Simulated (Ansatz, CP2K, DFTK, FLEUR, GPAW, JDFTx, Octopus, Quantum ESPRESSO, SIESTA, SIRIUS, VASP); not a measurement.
**BN: programs and potentials compared**

```
CELL_PARAMETERS angstrom
2.55394 0.00000 0.00000
-1.27697 2.21178 0.00000
0.00000 0.00000 4.22685
ATOMIC_POSITIONS crystal
N 0.33333 0.66667 0.12528
N 0.66667 0.33333 0.62528
B 0.33333 0.66667 0.49972
B 0.66667 0.33333 0.99972
```

Measurements of this composition are mostly on another form, of space group No. 194.

Alike in all runs: task single point; functional PBE; k mesh 12 × 12 × 6; occupations fermi-dirac, width 0.05 eV; no spin polarisation; no spin-orbit coupling. Pressure is positive in compression and, in plane waves, holds the error of the finite cutoff, which Ansatz's Pulay term estimates and takes out.

| program and potentials | plane-wave cutoff (eV) | notes | band gap (eV) | pressure (GPa) |
| --- | --- | --- | --- | --- |
| Ansatz, all-electron LAPW, scalar-relativistic | - | - | 5.20 | -0.04 |
| DFTK, PseudoDojo SR PBE 0.4.1 standard (PBE) | 1143 | - | 5.27 | -0.38 |
| Octopus, pseudodojo_pbe (PseudoDojo 0.5, PBE) | - | - | 5.27 | - |
| GPAW, GPAW PAW data sets (gpaw-data 1.2.1) | 800 | - | 5.20 | -1.22 |
| Ansatz, Ansatz PAW (earlier soft set) | 420 | Pulay term of +0.61 GPa included | 5.21 | -0.23 |
| VASP, PBE PAW files B, N, 520 eV | 520 | - | ? | ? |
| Quantum ESPRESSO, SSSP 1.3 efficiency PBE | 816 | - | 5.22 | -1.40 |
| SIRIUS, PseudoDojo 0.4.1 PBE standard (scalar relativistic) | 1152 | - | 5.27 | -0.38 |
| JDFTx, PseudoDojo-SR-PBE-0.5-standard | 1143 | - | 5.27 | -0.43 |
| FLEUR, all-electron, FLAPW | - | - | 5.20 | - |
| SIESTA, files PseudoDojo sr-pbe-0.4.1-standard, DZP (energy shift 0.002 Ry) | - | atomic basis | 5.34 | 3.06 |
| CP2K, POTENTIAL_UZH N GTH-PBE-q5, B GTH-PBE-q3; TZVP-MOLOPT-PBE-GTH basis | - | atomic basis | 5.24 | 0.92 |

Estimate from the other rows what the run with VASP, PBE PAW files B, N, 520 eV gave.

Band gap 5.20 eV; pressure 0.19 GPa. The other rows, which needn't bracket it: band gap 5.20 to 5.34; pressure -1.40 to 3.06.
